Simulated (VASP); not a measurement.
Co, 2 atoms in the cell. The typed cell holds 2 atoms: a = 2.472 Å, b = 2.472 Å, c = 4.021 Å, α = 90.00°, β = 90.00°, γ = 120.00°.  The cell isn't the ideal one: atoms moved at random, drawn with an rms of 0.05 Å.

* Program: VASP 6.6.1
* Task: single point
* Functional: PBEsol
* Potentials or basis: VASP PAW PBE potentials, release 64 (Co)
* Cutoff: 520 eV
* k mesh: 12 × 12 × 7
* Occupations: fermi-dirac, width 0.05 eV
* Spin: collinear spin, ferromagnetic start
* Starting moments: [2.0, 2.0] μB
* Ladder: free
* Further INCAR settings: ALGO = Normal; EDIFF = 1e-07; NBANDS = 20

Potentials or basis: VASP PAW PBE potentials, release 64 (Co).

The run is started by

```console
$ cat potpaw_PBE.64/Co/POTCAR > POTCAR
$ mpirun -np 1 vasp_std > vasp.out
```

Hardware: 1 thread of Intel(R) Xeon(R) 6975P-C (Granite Rapids) (shared host).

Task: How long does it take, and how much memory?

Result: It took 3.3 min on 1 thread of Intel(R) Xeon(R) 6975P-C (Granite Rapids), with other jobs on the host, peak memory 0.36 GiB. Counts: scf iterations 14, k points 506.
